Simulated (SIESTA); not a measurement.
**Ga: single point with PBEsol**

Crystal: Ga.

```
Ga
1.0
     2.77842    0.00000    0.00000
     0.00000    3.28161    0.00000
    -1.34343    0.00000    3.99027
Ga
2
Direct
  0.13460 0.75000 0.77017
  0.86540 0.25000 0.22983
```

This isn't the form of Ga at room conditions, which is orthorhombic.

* Program: SIESTA 5.4.2
* Task: single point
* Functional: PBEsol
* Potentials or basis: PseudoDojo 0.4 standard (PBEsol files)
* Basis: DZP (energy shift 0.003 Ry; two zetas on semicore shells)
* Grid cutoff: 800 Ry
* Energy shift: 0.003 Ry
* k mesh: 10 × 8 × 7
* Occupations: fermi-dirac, width 0.05 eV
* Spin: no spin polarisation

```json
{
  "Pressure": "-1.3 GPa",
  "Largest force": "0.129 eV/Å",
  "Band gap on the k mesh": "none (metal or under the smearing width)"
}
```

Forces on the atoms (eV/Å):
```
Ga  -0.015  0.000 -0.128
Ga   0.015  0.000  0.128
```

Stress tensor (GPa, compression positive):
```
-0.68  0.00 -0.32
 0.00 -2.34  0.00
-0.32  0.00 -1.00
```

Levels at points of the mesh, in eV from the Fermi level:
| k point | band 10 | band 11 | band 12 | band 13 | band 14 | band 15 | band 16 | band 17 |
| --- | --- | --- | --- | --- | --- | --- | --- | --- |
| (0.00, 0.00, 0.00) | -14.58 | -11.42 | -2.10 | -1.44 | 1.82 | 5.81 | 9.34 | 10.58 |
| (0.50, 0.00, 0.00) | -14.62 | -6.28 | -5.33 | -1.41 | 0.22 | 6.26 | 6.67 | 9.20 |
| (0.00, 0.50, 0.00) | -14.65 | -7.86 | -7.86 | 1.75 | 1.75 | 2.73 | 2.73 | 11.76 |
| (0.50, 0.50, 0.00) | -14.61 | -2.91 | -2.91 | -1.73 | -1.73 | 2.20 | 2.20 | 4.71 |

Wall time 2.2 min on 1 thread of Arm Neoverse V2, on a shared host, peak memory 0.47 GiB.

Caveat: the basis of atomic orbitals isn't converged, which shifts pressures, moduli and gaps.
